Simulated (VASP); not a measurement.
# Ir (P6_3/mmc) in VASP: notebook, part 3 of 3

VASP 6.6.1. The steps go on from the part before.

## Step 4: Single point, LDA

This run uses another cell than the first one, of 14.47 Å³/atom, 1.040 times its volume.

INCAR

```
SYSTEM = Ir
ALGO = Normal ; EDIFF = 1E-6
ENCUT = 520 ; ISIF = 2
ISMEAR = -1 ; LASPH = .TRUE.
LCHARG = .FALSE. ; LREAL = .FALSE.
LWAVE = .FALSE. ; NBANDS = 16
NELM = 100 ; PREC = Accurate
SIGMA = 0.1
```

KPOINTS

```
k-points
0
G
  15 15 8
  0 0 0
```

POSCAR

```
Ir
1.0
    2.7408973918      0.0000000000      0.0000000000
   -1.3704486959      2.3736867705      0.0000000000
    0.0000000000      0.0000000000      4.4488383875
Ir
2
Direct
    0.3333333333      0.6666666667      0.2500000000
    0.6666666667      0.3333333333      0.7500000000
```

Potentials or basis: VASP PAW LDA potentials, release 64 (Ir).

Launch:

```bash
$ cat potpaw_LDA.64/Ir/POTCAR > POTCAR
$ mpirun -np 1 vasp_std > vasp.out
```

OUTCAR:

```text
SYSTEM = Ir
   EDIFF = 1E-6
   ENCUT = 520
   ISIF = 2
   ISMEAR = -1
   LASPH = .TRUE.
   LREAL = .FALSE.
   NELM = 100
   PREC = Accurate

 ion  position               nearest neighbor table
   1  0.333  0.667  0.250-   2 2.73   2 2.73   2 2.73   2 2.73   2 2.73   2 2.73
   2  0.667  0.333  0.750-   1 2.73   1 2.73   1 2.73   1 2.73   1 2.73   1 2.73

  LATTYP: Found a hexagonal cell.
 ALAT       =     2.7408973918
 C/A-ratio  =     1.6231320446

  Lattice vectors:

 A1 = (   2.7408973918,   0.0000000000,   0.0000000000)
 A2 = (  -1.3704486959,   2.3736867705,   0.0000000000)
 A3 = (   0.0000000000,   0.0000000000,   4.4488383875)

Analysis of symmetry for initial positions (statically):
=====================================================================
 Subroutine PRICEL returns:
 Original cell was already a primitive cell.

 Routine SETGRP: Setting up the symmetry group for a
 hexagonal supercell.

 Subroutine GETGRP returns: Found 24 space group operations
 (whereof 12 operations were pure point group operations)
 out of a pool of 24 trial point group operations.

The static configuration has the point symmetry D_3d.
 The point group associated with its full space group is D_6h.

Analysis of symmetry for dynamics (positions and initial velocities):
=====================================================================
 Subroutine PRICEL returns:
 Original cell was already a primitive cell.

 Routine SETGRP: Setting up the symmetry group for a
 hexagonal supercell.

 Subroutine GETGRP returns: Found 24 space group operations
 (whereof 12 operations were pure point group operations)
 out of a pool of 24 trial point group operations.

The dynamic configuration has the point symmetry D_3d.
 The point group associated with its full space group is D_6h.

 Subroutine INISYM returns: Found 24 space group operations
 (whereof 12 operations are pure point group operations),
 and found     1 'primitive' translations

----------------------------------------------------------------------------------------

                                     Primitive cell

  volume of cell :      28.9443

  direct lattice vectors                    reciprocal lattice vectors
     2.740897392  0.000000000  0.000000000     0.364844012  0.210642788  0.000000000
    -1.370448696  2.373686770  0.000000000     0.000000000  0.421285577  0.000000000
     0.000000000  0.000000000  4.448838388     0.000000000  0.000000000  0.224777776

  length of vectors
     2.740897392  2.740897392  4.448838388     0.421285577  0.421285577  0.224777776

  position of ions in fractional coordinates (direct lattice)
     0.333333333  0.666666667  0.250000000
     0.666666667  0.333333333  0.750000000

  ion indices of the primitive-cell ions
   primitive index   ion index
                 1           1
                 2           2

----------------------------------------------------------------------------------------

 KPOINTS: k-points

Automatic generation of k-mesh.
 Grid dimensions read from file:
 generate k-points for:   15   15    8

 Generating k-lattice:

  Cartesian coordinates                     Fractional coordinates (reciprocal lattice)
     0.024322934  0.014042853  0.000000000     0.066666667  0.000000000  0.000000000
     0.000000000  0.028085705  0.000000000     0.000000000  0.066666667  0.000000000
     0.000000000  0.000000000  0.028097222     0.000000000  0.000000000  0.125000000

  Length of vectors
     0.028085705  0.028085705  0.028097222

  Shift w.r.t. Gamma in fractional coordinates (k-lattice)
     0.000000000  0.000000000  0.000000000

 Subroutine IBZKPT returns following result:
 ===========================================

 Found    135 irreducible k-points:

 Following reciprocal coordinates:
            Coordinates               Weight
  0.000000  0.000000  0.000000      1.000000
  0.066667  0.000000  0.000000      6.000000
  0.133333  0.000000  0.000000      6.000000
  0.200000  0.000000  0.000000      6.000000
  0.266667  0.000000  0.000000      6.000000
  0.333333  0.000000  0.000000      6.000000
[... 16 lines left out ...]
  0.333333  0.200000  0.000000     12.000000
  0.400000  0.200000  0.000000      6.000000
 [... further k-points ...]
   k-points           NKPTS =    135   k-points in BZ     NKDIM =    135   number of bands    NBANDS=     16
   number of dos      NEDOS =    301   number of ions     NIONS =      2
   total plane-waves  NPLWV =  14400
   dimension x,y,z NGX =    20 NGY =   20 NGZ =   36
   dimension x,y,z NGXF=    40 NGYF=   40 NGZF=   72
   ions per type =               2
   NGX,Y,Z   is equivalent  to a cutoff of  12.13, 12.13, 13.45 a.u.
   NGXF,Y,Z  is equivalent  to a cutoff of  24.26, 24.26, 26.91 a.u.
 SYSTEM =  Ir
   PREC   = accura    normal or accurate (medium, high low for compatibility)
   ISTART =      0    job   : 0-new  1-cont  2-samecut
   ICHARG =      2    charge: 1-file 2-atom 10-const
   ISPIN  =      1    spin polarized calculation?
   LNONCOLLINEAR =      F non collinear calculations
   LSORBIT =      F    spin-orbit coupling
   LASPH  =      T    aspherical Exc in radial PAW
   ENCUT  =  520.0 eV  38.22 Ry    6.18 a.u.   5.10  5.10  8.27*2*pi/ulx,y,z
   NELM   =    100;   NELMIN=  2; NELMDL= -5     # of ELM steps
   EDIFF  = 0.1E-05   stopping-criterion for ELM
   LREAL  =      F    real-space projection
[... 7 lines left out ...]
   TEBEG  =    0.0;   TEEND  =   0.0 temperature during run
   PSTRESS=    0.0 pullay stress
   NELECT =      18.0000    total number of electrons
   NUPDOWN=      -1.0000    fix difference up-down
   EMIN   =  10.00;   EMAX   =-10.00  energy-range for DOS
   EFERMI =   0.00;   METHOD = LEGACY
   ISMEAR =    -1;   SIGMA  =   0.10  broadening in eV -4-tet -1-fermi 0-gaus
   EFERMI_NEDOS =   21; number of points for ismear=-14 and -15
   IALGO  =     38    algorithm
   IMIX   =      4    mixing-type and parameters
     AMIX     =   0.40;   BMIX     =  1.00
     AMIX_MAG =   1.60;   BMIX_MAG =  1.00
  volume/ion in A,a.u.               =      14.47        97.66
  Fermi-wavevector in a.u.,A,eV,Ry     =   1.397370  2.640646 26.567317  1.952643
  Thomas-Fermi vector in A             =   2.520633
   LORBIT       =      0    0 simple, 1 ext, 2 COOP (PROOUT), +10 PAW based schemes
   GGA     = CA    functional components
   LHFCALC =     F    Hartree Fock is set to
   AEXX    =    0.0000 exact exchange contribution
   IVDW    =     0    specifies the selected vdW correction
   LEPSILON=     F    determine dielectric tensor
   LRPA    =     F    only Hartree local field effects (RPA)
 non-spin polarized calculation
  energy-cutoff  :      520.00
  volume of cell :       28.94
 maximum number of plane-waves:       792
   NGX = 11   NGY = 11   NGZ = 17

 number of electron      18.0000000 magnetization

 Free energy of the ion-electron system (eV)
  ---------------------------------------------------
  ext. energy  EPLUGINS =         0.00000000
  ---------------------------------------------------
  free energy    TOTEN  =       -20.50079207 eV

  energy without entropy =      -20.42226239  energy(sigma->0) =      -20.46152723

 E-fermi :  10.0295     XC(G=0): -14.0075

 val. band max:       10.0285511325   @ k =   0.3333   0.1333   0.3750
 cond. band min:      10.0318790799   @ k =   0.1333   0.0667   0.5000
 fundamental gap:      0.0033279474
 Fermi energy:        10.0294986863

 k-point     1 :       0.0000    0.0000    0.0000
  band No.  band energies     occupation
      1      -0.9504      2.00000
      2       2.0594      2.00000
      3       6.1776      2.00000
      4       6.2911      2.00000
      5       6.2911      2.00000
      6       6.9268      2.00000
[... 8 lines left out ...]
     15      26.4459      0.00000
     16      27.4857      0.00000
[... 419 lines left out ...]
 k-point    24 :       0.4000    0.2000    0.0000
  band No.  band energies     occupation
      1       3.3934      2.00000
      2       3.6795      2.00000
      3       3.6839      2.00000
      4       5.6645      2.00000
      5       5.7888      2.00000
      6       6.3020      2.00000
[... 8 lines left out ...]
     15      22.0096      0.00000
     16      22.9212      0.00000

 [... further k-points ...]

------------------------ aborting loop because EDIFF is reached ----------------------------------------

  FORCE on cell =-STRESS in cart. coord.  units (eV):
  Direction    XX          YY          ZZ          XY          YZ          ZX
  --------------------------------------------------------------------------------------
  -------------------------------------------------------------------------------------
  Total       -2.1659858     -2.1659858     -2.2709531      0.0000000     -0.0000000      0.0000000
  in kB     -119.8956350   -119.8956350   -125.7059774      0.0000000     -0.0000000      0.0000000
  external PRESSURE =    -121.8324158 kB  Pullay stress =       0.0000000 kB

 VOLUME and BASIS-vectors are now :
 -----------------------------------------------------------------------------
  energy-cutoff  :      520.00
  volume of cell :       28.94
      direct lattice vectors                 reciprocal lattice vectors
     2.740897392  0.000000000  0.000000000     0.364844012  0.210642788  0.000000000
    -1.370448696  2.373686770  0.000000000     0.000000000  0.421285577  0.000000000
     0.000000000  0.000000000  4.448838388     0.000000000  0.000000000  0.224777776

 POSITION                                       TOTAL-FORCE (eV/Angst)
 -----------------------------------------------------------------------------------
     -0.00000      1.58246      1.11221        -0.000000      0.000000      0.000000
      1.37045      0.79123      3.33663         0.000000     -0.000000      0.000000
 -----------------------------------------------------------------------------------
    total drift:                               -0.000000      0.000000     -0.000000

  FREE ENERGIE OF THE ION-ELECTRON SYSTEM (eV)
  ---------------------------------------------------
  free  energy   TOTEN  =       -20.5007920683 eV

  energy  without entropy=      -20.4222623884  energy(sigma->0) =      -20.46152723
```

OSZICAR:

```text
N       E                     dE             d eps       ncg     rms          rms(c)
DAV:   1     0.142196288258E+03    0.14220E+03   -0.83940E+03  4320   0.113E+03
DAV:   2    -0.177695203758E+02   -0.15997E+03   -0.14374E+03  4328   0.311E+02
DAV:   3    -0.216823376464E+02   -0.39128E+01   -0.38474E+01  5928   0.580E+01
DAV:   4    -0.217263199253E+02   -0.43982E-01   -0.43970E-01  4976   0.518E+00
DAV:   5    -0.217276092367E+02   -0.12893E-02   -0.12893E-02  5960   0.926E-01    0.214E+01
DAV:   6    -0.206873387135E+02    0.10403E+01   -0.13580E+00  5512   0.152E+01    0.840E+00
DAV:   7    -0.205145685995E+02    0.17277E+00   -0.35138E-01  5896   0.719E+00    0.213E+00
DAV:   8    -0.205077782005E+02    0.67904E-02   -0.50027E-03  4896   0.631E-01    0.143E+00
DAV:   9    -0.205008081163E+02    0.69701E-02   -0.55367E-03  5592   0.992E-01    0.376E-02
DAV:  10    -0.205008004956E+02    0.76207E-05   -0.42409E-05  6576   0.637E-02    0.395E-02
DAV:  11    -0.205007921041E+02    0.83915E-05   -0.74059E-06  5640   0.305E-02    0.319E-03
DAV:  12    -0.205007920683E+02    0.35792E-07   -0.12143E-07  3592   0.368E-03
   1 F= -.20500792E+02 E0= -.20461527E+02  d E =-.785297E-01
```

stdout:

```text
POSCAR found type information on POSCAR Ir
 POSCAR found :  1 types and       2 ions
 scaLAPACK will be used
 LDA part: xc-table for (Slater(with rela. corr.)+CA(PZ))
 , standard interpolation
 POSCAR, INCAR and KPOINTS ok, starting setup
 FFT: planning ... GRIDC
 FFT: planning ... GRID_SOFT
 FFT: planning ... GRID
 WAVECAR not read
 entering main loop
```

It took 50 s on 1 thread of Intel Xeon Platinum 8259CL at 2.50GHz (Skylake/Cascade Lake), shared host; peak memory 0.17 GiB.

Results:

| Quantity | Value |
| --- | --- |
| Free energy | -20.5008 eV |
| Pressure | -12.2 GPa |
| Band gap on the k mesh | none (metal or under the smearing width) |

Stress tensor (GPa, compression positive):
```
-11.99   0.00   0.00
  0.00 -11.99   0.00
  0.00   0.00 -12.57
```

## Step 5: Summary

```tsv
spin	cell	k mesh	gap on the mesh (eV)	pressure (GPa)
off	P6_3/mmc, 13.92 Å³/atom	22 × 22 × 12	none	2.4
non-collinear, zero start, SOC	P6_3/mmc, 13.92 Å³/atom	13 × 13 × 7	-	3.5
off	P6_3/mmc, 14.47 Å³/atom	15 × 15 × 8	none	-12.2
```

Alike in all rows: task single point; level LDA; potentials or basis VASP PAW LDA potentials, release 64 (Ir); cutoff (eV) 520; smearing fermi-dirac 0.1 eV.

Total energies depend on the potentials used, so only differences within one code and one set of settings carry meaning.
